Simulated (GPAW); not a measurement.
HfO2:

```
Hf O
1.0
     0.00000    2.55750    2.55750
     2.55750    0.00000    2.55750
     2.55750    2.55750    0.00000
Hf O
1 2
Direct
  0.00000 0.00000 0.00000
  0.75000 0.75000 0.75000
  0.25000 0.25000 0.25000
```

Measurements of this composition are mostly on another form, of space group No. 14.

Base run:

```yaml
Program: GPAW 26.7.0
Functional: r2SCAN
Potentials_or_basis: GPAW PAW data sets (gpaw-data 1.2.1)
Cutoff: 800 eV
Basis: pw
k_mesh: 9 × 9 × 9
Occupations: fermi-dirac, width 0.05 eV
Spin: no spin polarisation
```

Its results: band gap on the k mesh 4.32 eV, indirect (least direct gap 4.43 eV); pressure -8.5 GPa.

Question: The run is repeated on the same cell with these changes: functional from r2SCAN to revPBE; potentials or basis from GPAW PAW data sets (gpaw-data 1.2.1) to the program's PAW data sets (release 1.2.1) made for this functional. What comes out?

Answer: Band gap on the k mesh 3.91 eV, indirect (least direct gap 4.02 eV); pressure 1.2 GPa.

Caveats: spin-orbit coupling is left out, which moves the levels of the heavy elements; the mesh misses the band edges, which the band path finds closer together; the PAW data sets were made with another functional, which shifts forces and pressure a little (some runs).

Not every run made on this cell is shown here.
